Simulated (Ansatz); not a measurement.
The system is BaTiO3.

```
Ba Ti O
1.0
    -3.99980    0.00000    0.00000
     0.00000    0.00000   -4.01800
     0.00000   -7.99960    0.00000
Ba Ti O
2 2 6
Direct
  0.00144 0.02304 0.50759
  0.99856 0.97696 0.99241
  0.48033 0.56319 0.23580
  0.51967 0.47281 0.76420
  0.49380 0.96597 0.25815
  0.50620 0.00203 0.74185
  0.50761 0.49933 0.50744
  0.49239 0.47067 0.99256
  0.01522 0.48841 0.27113
  0.98478 0.48159 0.72887
```

| Property | Result |
| --- | --- |
| Program | Ansatz 0.2.0 |
| Task | relaxation of cell and atoms |
| Functional | PBEsol |
| Dispersion | D3(BJ) |
| Potentials or basis | Ansatz PAW |
| Cutoff | 420 eV (not typed: the program's choice for these potentials) |
| k mesh | 7 × 7 × 4 |
| Occupations | fermi-dirac, width 0.05 eV |
| Spin | no spin polarisation |

At the start: volume 12.86 Å³/atom.

Task: How do energy, volume and symmetry change on relaxing?

Result: It ends after 10 steps and the volume is 12.35 Å³/atom (-3.9 %); space group R3m (No. 160, to 0.05 Å).

The path:
| step | energy change (eV) | largest force (eV/Å) | volume (Å³) |
| --- | --- | --- | --- |
| 1 | 0.0000 | 6.5852 | 128.56 |
| 2 | -1.4101 | 2.7989 | 127.41 |
| 3 | -1.7669 | 0.1297 | 123.31 |
| 4 | -1.7762 | 0.0559 | 123.15 |
| 5 | -1.7764 | 0.0567 | 123.40 |
| 6 | -1.7837 | 0.0094 | 123.70 |
| 7 | -1.7839 | 0.0015 | 123.70 |
| 8 | -1.7693 | 0.0015 | 123.70 |
| 9 | -1.7702 | 0.0025 | 123.50 |
| 10 | -1.7693 | 0.0025 | 123.50 |

Final structure:
```
Ba Ti O
1.0
    -3.95230    0.00203   -0.00204
    -0.00205    0.00206   -3.95280
     0.00405   -7.90498    0.00410
Ba Ti O
2 2 6
Direct
  0.00409 0.99855 0.49794
  0.00410 0.99855 0.99794
  0.51254 0.50705 0.24371
  0.51250 0.50710 0.74371
  0.49568 0.98634 0.25217
  0.49569 0.98632 0.75218
  0.49567 0.49003 0.50401
  0.49567 0.49003 0.00401
  0.99201 0.49002 0.25217
  0.99204 0.49000 0.75217
```

Caveat: the plane-wave basis is chosen anew once the cell has moved, so the energies of steps on either side of that aren't comparable; the pressure holds a Pulay correction of +0.6 GPa for the finite cutoff; the PAW data sets come from PBE, with cores solved anew for the run's functional, which leaves a small shift of forces and pressure.
